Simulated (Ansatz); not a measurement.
## LaAlO3 (Pm-3m): band-edge transport data

Input:

```xyz
5
Lattice="3.7716 0.0000 0.0000 0.0000 3.7716 0.0000 0.0000 0.0000 3.7716" Properties=species:S:1:pos:R:3 pbc="T T T"
La     1.8858     1.8858     1.8858
Al     0.0000     0.0000     0.0000
O      0.0000     1.8858     0.0000
O      1.8858     0.0000     0.0000
O      0.0000     0.0000     1.8858
```

Calculation: PBEsol with spin-orbit coupling, rigid bands (plane waves, PAW; Ansatz, a quantum-chemistry and plane-wave program). How the cell was made: cell and atoms relaxed with PBEsol.

```
Property                                                                                                                                                      Result
---------------------------------------------------------------------------------------------------------------------------------------  ---------------------------
band gap                                                                                                                                                     3.44 eV
electron conductivity mass (300 K, dilute)                                                                                                                   0.57 mₑ
hole conductivity mass (300 K, dilute)                                                                                                                       1.57 mₑ
effective density of states N_c (300 K)                                                                                                                  2.1e19 cm⁻³
effective density of states N_v (300 K)                                                                                                                  4.5e20 cm⁻³
density-of-states mass, electrons                                                                                                                            0.89 mₑ
density-of-states mass, holes                                                                                                                                 6.9 mₑ
Seebeck coefficient, n-type 1e19 cm⁻³, 300 K                                                                                                               -281 μV/K
best n-type power factor at 300 K for τ = 10 fs (best axis; densities from 1e16 to 1e21 cm⁻³ tried, whether or not they can be reached)  5.9 μW/(cm·K²) at 1e20 cm⁻³
Seebeck coefficient, p-type 1e19 cm⁻³, 300 K                                                                                                                554 μV/K
```

Rigid bands; masses and Seebeck coefficients take one relaxation time τ for all states and one kind of carrier; polarons and phonon drag are left out.

LaAlO3 (Pm-3m): a high-temperature phase held by its symmetry.
